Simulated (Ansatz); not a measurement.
The system is GaN.

```
CELL_PARAMETERS angstrom
0.00000 2.25350 2.25350
2.25350 0.00000 2.25350
2.25350 2.25350 0.00000
ATOMIC_POSITIONS crystal
Ga 0.00000 0.00000 0.00000
N 0.25000 0.25000 0.25000
```

The cell is a database's computed one.

Base run:

* Program: Ansatz 0.2.0
* Functional: PBE
* Potentials or basis: Ansatz PAW earlier set
* Cutoff: 1300 eV
* Density cutoff: 10400 eV
* k mesh: 10 × 10 × 10
* Occupations: fermi-dirac, width 0.05 eV
* Spin: no spin polarisation

Its results: band gap on the k mesh 1.73 eV, direct; pressure 4.9 GPa.

Task: The run is repeated on the same cell with these changes: potentials or basis from Ansatz PAW earlier set to SPMS NC; cutoff from 1300 eV to 1034 eV (not typed: the program's choice for these potentials); valence electrons from 26 to 18. What comes out?

Result: Band gap on the k mesh 1.76 eV, direct; pressure 5.6 GPa.
